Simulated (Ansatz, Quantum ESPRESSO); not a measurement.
# 2H-WS2, 1 layer: the gap on the mesh at a withheld member of a series

**Set-up.** Quantum ESPRESSO 7.5, PBE, SG15 norm-conserving. Cell and atoms are relaxed under PBE (GBRV files) and held. Screened hybrids with norm-conserving files, screening 0.106 per bohr, fixed occupations, a 9×9×1 mesh with exchange on 3×3×1 q points. Levels count from the potential in the middle of the vacuum. The series steps the share of short-range exact exchange (0.25 is HSE06, 0 is PBE).

```tsv
share of short-range exact exchange	gap on the mesh (eV)
0	1.829
0.1	2.062
0.15	2.163
0.2	2.266
0.25	2.370
0.4	2.692
```

To predict: What is the gap on the mesh at 0.3?

**Fit.** The rows at 0.25 and 0.4 give a slope of (2.692 − (2.370))/(0.4 − (0.25)) = 2.147, so a straight line gives 2.477 eV. A parabola through these and the row at 0.2 gives 2.476 eV.

**The withheld run.** 2.475 eV. The line misses by +0.002 and the parabola by +0.001 eV. Both misses are under 5 % of the step from the nearer row.

**Limits.** Gaps are those of the mesh; no spin-orbit coupling; the q mesh was not tested; the geometry stays that of PBE.

[Logs are printed without paths, hosts, clocks, repeated set-up lines and the standing remarks that a program may print on its own settings, such as how far it seeks lower states.]
